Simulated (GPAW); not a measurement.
# Ga in GPAW: further runs, part 2 of 3

GPAW 26.7.0.

### Step 3. Relaxation of the atoms, PBE (the (1 1 0) slab of Ga, cut from the database cell, not relaxed)

Contents of run.py:

```python
import numpy as np
from ase.constraints import FixAtoms
from ase.io import read, write
from ase.optimize import BFGS
from gpaw import GPAW, PW

atoms = read('Ga.xyz')
atoms.pbc = (True, True, False)
atoms.set_constraint(FixAtoms([0, 1, 2]))

calc = GPAW(mode=PW(450),
            xc='PBE',
            kpts={'size': (9, 9, 1), 'gamma': True},
            occupations={'name': 'fermi-dirac', 'width': 0.05},
            nbands=22,
            convergence={'density': 1e-05, 'energy': 1e-05},
            maxiter=150,
            poissonsolver={'dipolelayer': 'xy'},
            symmetry={'extra_ids': [1, 1, 1, 0, 0, 0], 'tolerance': 0.001},
            txt='gpaw.txt')
atoms.calc = calc
opt = BFGS(atoms, trajectory='relax.traj', logfile='-')
done = opt.run(fmax=0.02, steps=60)
calc.write('gs.gpw')
write('result.traj', atoms)
print('Converged:', done)
print('Cell:', atoms.cell.cellpar().round(4))
print('Volume:', round(atoms.get_volume(), 4))
print(atoms.get_scaled_positions().round(5))

v = calc.get_electrostatic_potential().mean(axis=(0, 1))
z = np.arange(len(v)) * atoms.cell[2, 2] / len(v)
ef = calc.get_fermi_level()
np.savetxt('planar.dat', np.c_[z, v], fmt='%.4f')
below, above = np.interp([1.5, atoms.cell[2, 2] - 1.5], z, v) - ef
print(f'Work functions: bottom {below:.4f} eV, top {above:.4f} eV')
print('Dipole moment:', *calc.get_dipole_moment().round(5), 'e A')
```

Contents of Ga.xyz:

```xyz
6
Lattice="2.9851085407 -0.0000000000 0.0000000000 0.3437091101 2.9652549718 -0.0000000000 0.0000000000 0.0000000000 24.9277792079" Properties=species:S:1:pos:R:3 pbc="T T T"
Ga     1.6644088254      1.4826274859      7.5000000000
Ga     0.0000000000      0.0000000000      9.4855558416
Ga     1.6644088254      1.4826274859     11.4711116831
Ga     0.0000000000      0.0000000000     13.4566675247
Ga     1.6644088254      1.4826274859     15.4422233663
Ga     0.0000000000      0.0000000000     17.4277792079
```

Potentials or basis: GPAW PAW data sets (gpaw-data 1.2.1), pw.

Command:

```sh
OMP_NUM_THREADS=1 python run.py
```

gpaw.txt:

```text
__  _  _
 | _ |_)|_||  |
 |__||  | ||/\| - 26.7.0

Input parameters:
  mode=PW(ecut=450.00000000000006),
  convergence={'density': 1e-05, 'energy': 1e-05},
  kpts=MonkhorstPack(size=(9, 9, 1), gamma=True),
  maxiter=150,
  nbands=22,
  occupations=Occupations(name='fermi-dirac', width=0.05),
  poissonsolver=PoissonSolver(dipolelayer='xy'),
  symmetry=Symmetry(extra_ids=array([1, 1, 1, 0, 0, 0]), tolerance=0.001),
  xc=XC(name='PBE')

Diagonalizing LCAO Hamiltonian
Converting LCAO to pw mode

       Ga

            Ga

       Ga

            Ga

       Ga

            Ga

Atoms  # Å, Bohr magnetons
|   | symbol |        x |        y |         z |    initial magnetic moments |
|---|--------|----------|----------|-----------|-----------------------------|
| 0 |     Ga | 1.664409 | 1.482627 |  7.500000 | ( 0.0000,  0.0000,  0.0000) |
| 1 |     Ga | 0.000000 | 0.000000 |  9.485556 | ( 0.0000,  0.0000,  0.0000) |
| 2 |     Ga | 1.664409 | 1.482627 | 11.471112 | ( 0.0000,  0.0000,  0.0000) |
| 3 |     Ga | 0.000000 | 0.000000 | 13.456668 | ( 0.0000,  0.0000,  0.0000) |
| 4 |     Ga | 1.664409 | 1.482627 | 15.442223 | ( 0.0000,  0.0000,  0.0000) |
| 5 |     Ga | 0.000000 | 0.000000 | 17.427779 | ( 0.0000,  0.0000,  0.0000) |

Unit cell  # Å
| periodic |        x |         y |         z |   lengths |    angles |
|----------|----------|-----------|-----------|-----------|-----------|
|      yes | 2.985109 | -0.000000 |  0.000000 |  2.985109 | 90.000000 |
|      yes | 0.343709 |  2.965255 | -0.000000 |  2.985109 | 90.000000 |
|       no | 0.000000 |  0.000000 | 24.927779 | 24.927779 | 83.388228 |

Number of symmetries: 4
Symmetry operations  # r_c * U_cc + t_c -> r_c
|   | kind |            matrix            |
|---|------|------------------------------|
| 0 |  E   |  1, 0, 0,  0, 1, 0,  0, 0, 1 |
| 1 |  σ   |  0, 1, 0,  1, 0, 0,  0, 0, 1 |
| 2 |  σ   |  0,-1, 0, -1, 0, 0,  0, 0, 1 |
| 3 |  C2  | -1, 0, 0,  0,-1, 0,  0, 0, 1 |

BZ-sampling:
  Number of BZ points: 81
  Number of IBZ points: 25

  Monkhorst-Pack size: [9, 9, 1]
  Monkhorst-Pack shift: [0, 0, 0]

K-points  # in reciprocal-cell coordinates
|     |                                coordinates |     weight |
|-----|--------------------------------------------|------------|
|   0 | (  0.00000000,   0.00000000,   0.00000000) | 0.01234568 |
|   1 | (  0.11111111,  -0.11111111,   0.00000000) | 0.02469136 |
|   2 | (  0.11111111,   0.00000000,   0.00000000) | 0.04938272 |
|   3 | (  0.11111111,   0.11111111,   0.00000000) | 0.02469136 |
|   4 | (  0.22222222,  -0.22222222,   0.00000000) | 0.02469136 |
|   5 | (  0.22222222,  -0.11111111,   0.00000000) | 0.04938272 |
|   6 | (  0.22222222,   0.00000000,   0.00000000) | 0.04938272 |
|   7 | (  0.22222222,   0.11111111,   0.00000000) | 0.04938272 |
|   8 | (  0.22222222,   0.22222222,   0.00000000) | 0.02469136 |
|   9 | (  0.33333333,  -0.33333333,   0.00000000) | 0.02469136 |
| ... |                                            |            |
|  24 | (  0.44444444,   0.44444444,   0.00000000) | 0.02469136 |

Plane wave coefficients: 4828
Cutoff: 450.00000000000006 eV

Spin-components: 1 (collinear spins)
Bands:           22
Projectors:      30
Spin-degeneracy: 2
Datatype:        complex128

Parallelization:
  kpt:    1
  domain: 1
  band:   1

Density:
  Valence electrons: 18.0
  Components: 1
  Grid points: [ 15  15 125]
  Charge: 0.0  # |e|

Potential:
  Grid points: [ 15  15 125]

species:
  Ga:
    name:    Gallium
    Z:       31.0
    valence: 3
    core:    28
    charge:  0.0  # [|e|]
    compensation charges:
      type: gauss
      rc: 0.37  # [Å]
      lmax: 2
    cutoffs:
      filter: 2.06  # [Å]
      core: 4.17  # [Å]
    projectors
    | kind |    occ | energy [eV] | rcut [Å] |
    |------|--------|-------------|----------|
    |   4s |  2.000 |      -8.945 |    1.164 |
    |   4p |  1.000 |      -2.580 |    1.164 |
    |    s |        |      18.266 |    1.164 |
    |    p |        |      24.631 |    1.164 |
    |    d |        |       0.000 |    1.164 |

    Using partial waves for Ga as LCAO basis

Reference energy: -317308.029174  # eV

eigensolver:
  PPCG
  Converge bands: occupied
  niter=2

density mixing:
  MSR1-Mixer
  Pratt-step length: 0.05
  Maximum mixing coefficient: 0.75
  Old densities: 10
  SVD Regularization: 0.005
  Good broyden scale: 1.0
  Trust region scale: 1.0
  Backstep threshold: 4.0
  History deletion threshold: 6.0
  Fourier metric: weight=20.0, sigma=0.015

occupation numbers:
  Fermi-Dirac:
    width: 0.0500  # eV

<gpaw.new.pw.poisson.DipoleLayerPWPoissonSolver object>
xc functional:
  name: PBE with 2 nearest neighbor stencil

convergence criteria:
- Maximum integral of absolute [dens]ity change: 1e-05 electrons / valence electron
- Maximum [total energy] change in last 3 cyles: 1e-05 eV / valence electron
- Maximum integral of absolute [eigenst]ate change: 4e-08 eV^2 / valence electron
maximum number of iterations: 150

SCF iterations
|iter     | |      energy | eigst |  dens |
|---------|-|-------------|-------|-------|
|iter:   1| |  -16.880077 | -0.67 |       |
|iter:   2| |  -16.846096 | -2.48 | -1.03 |
|iter:   3| |  -17.254213 | -2.71 | -1.08 |
|iter:   4| |  -16.903636 | -2.96 | -1.06 |
|iter:   5| |  -23.646514 | -2.70 | -1.36 |
|iter:   6| |  -16.789538 | -2.65 | -0.53 |
|iter:   7| |  -21.966905 | -2.98 | -2.01 |
|iter:   8| |  -16.783381 | -3.09 | -0.59 |
|iter:   9| |  -16.782507 | -4.94 | -2.46 |
|iter:  10| |  -16.782543 | -5.85 | -2.83 |
|iter:  11| |  -16.782653c| -6.01 | -2.89 |
|iter:  12| |  -16.782455 | -6.84 | -2.83 |
|iter:  13| |  -16.782451 | -7.86c| -3.39 |
|iter:  14| |  -16.782449c| -8.01c| -3.89 |
|iter:  15| |  -16.782449c| -8.53c| -4.62 |
|iter:  16| |  -16.782449c| -9.20c| -5.34c|

Converged in 16 steps
Energy contributions relative to reference atoms: (reference = -317308.029174)

Energy contributions:
  Kinetic:          53.231052
  Coulomb:         -42.778558
  Zero:              0.048504
  External:          0.000000
  Xc:              -27.272713
  Entropy:          -0.021467
  Spinorbit:         0.000000
  ----------------------------
  Free energy:     -16.793183
  Extrapolated:    -16.782449
[... 42 lines left out ...]
            Ga

       Ga

            Ga

       Ga

            Ga

Atoms  # Å, Bohr magnetons
|   | symbol |        x |        y |         z |    initial magnetic moments |
|---|--------|----------|----------|-----------|-----------------------------|
| 0 |     Ga | 1.664409 | 1.482627 |  7.500000 | ( 0.0000,  0.0000,  0.0000) |
| 1 |     Ga | 0.000000 | 0.000000 |  9.485556 | ( 0.0000,  0.0000,  0.0000) |
| 2 |     Ga | 1.664409 | 1.482627 | 11.471112 | ( 0.0000,  0.0000,  0.0000) |
| 3 |     Ga | 0.000000 | 0.000000 | 13.456617 | ( 0.0000,  0.0000,  0.0000) |
| 4 |     Ga | 1.664409 | 1.482627 | 15.441511 | ( 0.0000,  0.0000,  0.0000) |
| 5 |     Ga | 0.000000 | 0.000000 | 17.431958 | ( 0.0000,  0.0000,  0.0000) |

Unit cell  # Å
| periodic |        x |         y |         z |   lengths |    angles |
|----------|----------|-----------|-----------|-----------|-----------|
|      yes | 2.985109 | -0.000000 |  0.000000 |  2.985109 | 90.000000 |
|      yes | 0.343709 |  2.965255 | -0.000000 |  2.985109 | 90.000000 |
|       no | 0.000000 |  0.000000 | 24.927779 | 24.927779 | 83.388228 |

convergence criteria:
- Maximum integral of absolute [dens]ity change: 1e-05 electrons / valence electron
- Maximum [total energy] change in last 3 cyles: 1e-05 eV / valence electron
- Maximum integral of absolute [eigenst]ate change: 4e-08 eV^2 / valence electron
maximum number of iterations: 150
[... 75 lines left out ...]
            Ga

       Ga

            Ga

       Ga

            Ga

Atoms  # Å, Bohr magnetons
|   | symbol |         x |        y |         z |    initial magnetic moments |
|---|--------|-----------|----------|-----------|-----------------------------|
| 0 |     Ga |  1.664409 | 1.482627 |  7.500000 | ( 0.0000,  0.0000,  0.0000) |
| 1 |     Ga |  0.000000 | 0.000000 |  9.485556 | ( 0.0000,  0.0000,  0.0000) |
| 2 |     Ga |  1.664409 | 1.482627 | 11.471112 | ( 0.0000,  0.0000,  0.0000) |
| 3 |     Ga |  0.000000 | 0.000000 | 13.455138 | ( 0.0000,  0.0000,  0.0000) |
| 4 |     Ga |  1.664409 | 1.482627 | 15.429481 | ( 0.0000,  0.0000,  0.0000) |
| 5 |     Ga | -0.000000 | 0.000000 | 17.522220 | ( 0.0000,  0.0000,  0.0000) |

Unit cell  # Å
| periodic |        x |         y |         z |   lengths |    angles |
|----------|----------|-----------|-----------|-----------|-----------|
|      yes | 2.985109 | -0.000000 |  0.000000 |  2.985109 | 90.000000 |
|      yes | 0.343709 |  2.965255 | -0.000000 |  2.985109 | 90.000000 |
|       no | 0.000000 |  0.000000 | 24.927779 | 24.927779 | 83.388228 |

convergence criteria:
- Maximum integral of absolute [dens]ity change: 1e-05 electrons / valence electron
- Maximum [total energy] change in last 3 cyles: 1e-05 eV / valence electron
- Maximum integral of absolute [eigenst]ate change: 4e-08 eV^2 / valence electron
maximum number of iterations: 150
[... 1364 lines left out ...]
No gap
No difference between direct/indirect transitions
vacuum-level: 5.350  # V
Workfunctions: 4.026, 4.184 eV (top, bottom)

Forces  # eV/Ang
|       x |        y |        z |
|---------|----------|----------|
| 0.00000 | -0.00000 | -0.36005 |  # Ga   0
| 0.00000 |  0.00000 |  0.11347 |  # Ga   1
| 0.00000 |  0.00000 |  0.25342 |  # Ga   2
| 0.00000 |  0.00000 | -0.00678 |  # Ga   3
| 0.00000 |  0.00000 | -0.01466 |  # Ga   4
| 0.00000 |  0.00000 |  0.01487 |  # Ga   5

# Writing to gs.gpw (mode='')
```

It took 15 min on 1 thread of Arm Neoverse V1, shared host; peak memory 0.24 GiB.

Results:

```yaml
Free_energy: -16.8505 eV
Energy_gained_by_relaxing: 9.3 meV/atom
Ionic_steps: 15
Band_gap_on_the_k_mesh: none (metal or under the smearing width)
Dipole_across_the_slab: 0.01 e·Å
Work_function_of_the_upper_face: 4.03 eV
Work_function_of_the_lower_face: 4.18 eV
```

The path:
| step | energy change (eV) | largest force (eV/Å) |
| --- | --- | --- |
| 1 | 0.0000 | 0.2925 |
| 2 | -0.0012 | 0.2938 |
| 3 | -0.0145 | 0.3257 |
| 4 | -0.0155 | 0.3332 |
| 5 | -0.0178 | 0.3465 |
| 6 | -0.0216 | 0.3623 |
| 7 | -0.0275 | 0.3748 |
| 8 | -0.0326 | 0.3753 |
| 9 | -0.0368 | 0.3658 |
| 10 | -0.0387 | 0.3547 |
| 11 | -0.0405 | 0.3473 |
| 12 | -0.0448 | 0.3404 |
| 13 | -0.0508 | 0.3422 |
| 14 | -0.0552 | 0.3530 |
| 15 | -0.0561 | 0.3600 |

Final structure:
```
Ga
1.0
     2.98511    0.00000    0.00000
     0.34371    2.96525    0.00000
     0.00000    0.00000   24.92778
Ga
6
Direct
  0.50000 0.50000 0.30087
  0.00000 0.00000 0.38052
  0.50000 0.50000 0.46017
  0.00000 0.00000 0.54606
  0.50000 0.50000 0.63216
  0.00000 0.00000 0.71808
```

Caveat: the cutoff is short for stress and forces, so pressures can be off by a GPa or more; later steps reuse the first step's grids.

### Step 4. Relaxation of the atoms, PBEsol (the (1 1 0) slab of Ga, cut from the database cell, not relaxed)

Edit run.py of step 3 so:

```diff
@@ -4,3 +4,5 @@
 from ase.optimize import BFGS
-from gpaw import GPAW, PW
+from gpaw import GPAW, PW, setup_paths
+
+setup_paths.insert(0, '.')
 
@@ -11,3 +13,3 @@
 calc = GPAW(mode=PW(450),
-            xc='PBE',
+            xc='PBEsol',
             kpts={'size': (9, 9, 1), 'gamma': True},
```

Ga.xyz is that of step 3.

Potentials or basis: PAW data sets generated in the run's folder for this functional, pw.

Command:

```sh
gpaw-setup -f PBEsol Ga
OMP_NUM_THREADS=1 python run.py
```

gpaw.txt:

```text
__  _  _
 | _ |_)|_||  |
 |__||  | ||/\| - 26.7.0

Input parameters:
  mode=PW(ecut=450.00000000000006),
  convergence={'density': 1e-05, 'energy': 1e-05},
  kpts=MonkhorstPack(size=(9, 9, 1), gamma=True),
  maxiter=150,
  nbands=22,
  occupations=Occupations(name='fermi-dirac', width=0.05),
  poissonsolver=PoissonSolver(dipolelayer='xy'),
  symmetry=Symmetry(extra_ids=array([1, 1, 1, 0, 0, 0]), tolerance=0.001),
  xc=XC(name='PBEsol')

Diagonalizing LCAO Hamiltonian
Converting LCAO to pw mode

       Ga

            Ga

       Ga
[... 5 lines left out ...]
            Ga

Atoms  # Å, Bohr magnetons
|   | symbol |        x |        y |         z |    initial magnetic moments |
|---|--------|----------|----------|-----------|-----------------------------|
| 0 |     Ga | 1.664409 | 1.482627 |  7.500000 | ( 0.0000,  0.0000,  0.0000) |
[... 459 lines left out ...]
|iter:   7| |  -19.259326c| -7.97c| -4.16 |
|iter:   8| |  -19.259326c| -7.95c| -4.40 |
|iter:   9| |  -19.259326c| -8.07c| -4.44 |
|iter:  10| |  -19.259325c| -8.69c| -4.70 |
|iter:  11| |  -19.259326c| -8.96c| -4.67 |
|iter:  12| |  -19.259326c| -9.56c| -4.97 |
|iter:  13| |  -19.259326c|-10.10c| -5.40c|

Converged in 13 steps
Energy contributions relative to reference atoms: (reference = -317066.612362)

Energy contributions:
  Kinetic:          48.950319
  Coulomb:         -39.179407
  Zero:              0.025008
  External:          0.000000
  Xc:              -29.044259
  Entropy:          -0.021976
  Spinorbit:         0.000000
  ----------------------------
  Free energy:     -19.270314
  Extrapolated:    -19.259326
[... 472 lines left out ...]
            Ga

Atoms  # Å, Bohr magnetons
|   | symbol |         x |        y |         z |    initial magnetic moments |
|---|--------|-----------|----------|-----------|-----------------------------|
| 0 |     Ga |  1.664409 | 1.482627 |  7.500000 | ( 0.0000,  0.0000,  0.0000) |
| 1 |     Ga |  0.000000 | 0.000000 |  9.485556 | ( 0.0000,  0.0000,  0.0000) |
| 2 |     Ga |  1.664409 | 1.482627 | 11.471112 | ( 0.0000,  0.0000,  0.0000) |
| 3 |     Ga |  0.000000 | 0.000000 | 13.448104 | ( 0.0000,  0.0000,  0.0000) |
| 4 |     Ga |  1.664409 | 1.482627 | 15.447525 | ( 0.0000,  0.0000,  0.0000) |
| 5 |     Ga | -0.000000 | 0.000000 | 17.467019 | ( 0.0000,  0.0000,  0.0000) |
[... 393 lines left out ...]
Forces  # eV/Ang
|        x |       y |        z |
|----------|---------|----------|
|  0.00000 | 0.00000 | -0.09702 |  # Ga   0
| -0.00000 | 0.00000 |  0.07120 |  # Ga   1
|  0.00000 | 0.00000 |  0.02241 |  # Ga   2
|  0.00000 | 0.00000 |  0.00875 |  # Ga   3
| -0.00000 | 0.00000 | -0.01846 |  # Ga   4
|  0.00000 | 0.00000 |  0.01303 |  # Ga   5

# Writing to gs.gpw (mode='')
```

stdout:

```text
Step          Energy          fmax
BFGS:    0      -19.269070        0.088131
BFGS:    1      -19.269220        0.083717
BFGS:    2      -19.270287        0.031652
BFGS:    3      -19.270314        0.032828
BFGS:    4      -19.270607        0.032363
BFGS:    5      -19.270690        0.021313
BFGS:    6      -19.270722        0.028012
BFGS:    7      -19.270746        0.030063
BFGS:    8      -19.270804        0.030803
BFGS:    9      -19.270918        0.029040
BFGS:   10      -19.271086        0.024596
BFGS:   11      -19.271241        0.018459
Converged: True
Cell: [ 2.9851  2.9851 24.9278 90.     90.     83.3882]
Volume: 220.6509
[[0.5     0.5     0.30087]
 [0.      0.      0.38052]
 [0.5     0.5     0.46017]
 [0.      0.      0.54024]
 [0.5     0.5     0.62074]
 [0.      0.      0.7018 ]]
Work functions: bottom 4.2922 eV, top 4.2581 eV
Dipole moment: -25.76426 -22.95037 0.00059 e A
```

planar.dat:

```text
0.0000 5.3382
0.0997 5.3432
0.1994 5.3478
0.2991 5.3517
0.3988 5.3543
0.4986 5.3552
[... 242 lines left out ...]
24.7284 5.3285
24.8281 5.3331
```

It took 10 min on 1 thread of Arm Neoverse V1, shared host; peak memory 0.24 GiB.

Results:

| Item | Value |
| --- | --- |
| Free energy | -19.2712 eV |
| Energy gained by relaxing | 0.2 meV/atom |
| Ionic steps | 12 |
| Band gap on the k mesh | none (metal or under the smearing width) |
| Dipole across the slab | 0.00 e·Å |
| Work function of the upper face | 4.26 eV |
| Work function of the lower face | 4.29 eV |

Step by step:
```
step  energy change (eV)  largest force (eV/Å)
   1              0.0000                0.0881
   2             -0.0001                0.0887
   3             -0.0010                0.0967
   4             -0.0010                0.0969
   5             -0.0013                0.0989
   6             -0.0014                0.0989
   7             -0.0014                0.0983
   8             -0.0015                0.0976
   9             -0.0015                0.0968
  10             -0.0015                0.0961
  11             -0.0015                0.0957
  12             -0.0014                0.0970
```

Final structure:
```yaml
crystal:
  lattice:
    - [2.98511, 0.00000, 0.00000]
    - [0.34371, 2.96525, 0.00000]
    - [0.00000, 0.00000, 24.92778]
  atoms:
    - { symbol: Ga, position: [0.50000, 0.50000, 0.30087] }
    - { symbol: Ga, position: [0.00000, 0.00000, 0.38052] }
    - { symbol: Ga, position: [0.50000, 0.50000, 0.46017] }
    - { symbol: Ga, position: [0.00000, 0.00000, 0.54024] }
    - { symbol: Ga, position: [0.50000, 0.50000, 0.62074] }
    - { symbol: Ga, position: [0.00000, 0.00000, 0.70180] }
```

Caveat: the cutoff is short for stress and forces, so pressures can be off by a GPa or more; later steps reuse the first step's grids.

(Continued in part 3 of 3.)
